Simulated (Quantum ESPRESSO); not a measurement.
MgO:

```
Mg O
1.0
     0.00000    2.09700    2.09700
     2.09700    0.00000    2.09700
     2.09700    2.09700    0.00000
Mg O
1 1
Direct
  0.00000 0.00000 0.00000
  0.50000 0.50000 0.50000
```

The cell is a database's computed one.

| Item | Value |
| --- | --- |
| Program | Quantum ESPRESSO 7.5 |
| Task | phonons |
| Functional | PBE |
| Potentials or basis | GBRV 1.5 PBE |
| Cutoff | 612 eV |
| Density cutoff | 4898 eV |
| k mesh | 6 × 6 × 6, shifted |
| Occupations | fermi-dirac, width 0.05 eV |
| Spin | no spin polarisation |
| Mixing beta | 0.5 |
| Most SCF iterations | 120 |
| SCF threshold | 4e-10 Ry |

The first run showed a gap, so the response started from a second, tighter run with fixed occupations.

Question: Where do the zone-centre optical modes lie?

Answer: T1u at 406 cm⁻¹ (IR). Polar modes are given without the macroscopic field (transverse values).

Optical modes at Γ, degenerate ones joined, polar ones without the macroscopic field:
```
cm⁻¹  components  symmetry  active in  IR intensity, summed ((D/Å)²/amu)
 406           3       T1u         IR                              28.23
```

Zone-centre frequencies without and with the macroscopic field along z (cm⁻¹):
|  | optical modes in rising order |
| --- | --- |
| without | 406 406 406 |
| with the field | 406 406 711 |

Born effective charge tensors (e):
atom 1, Mg
```
1.98 0.00 0.00
0.00 1.98 0.00
0.00 0.00 1.98
```
atom 2, O
```
-1.98  0.00  0.00
 0.00 -1.98  0.00
 0.00  0.00 -1.98
```

Electronic dielectric tensor:
```
3.19 0.00 0.00
0.00 3.19 0.00
0.00 0.00 3.19
```

Static dielectric tensor, electrons and zone-centre modes:
```
9.79 0.00 0.00
0.00 9.79 0.00
0.00 0.00 9.79
```

Caveat: the cell is more than 3 GPa from zero pressure, which shifts response properties.
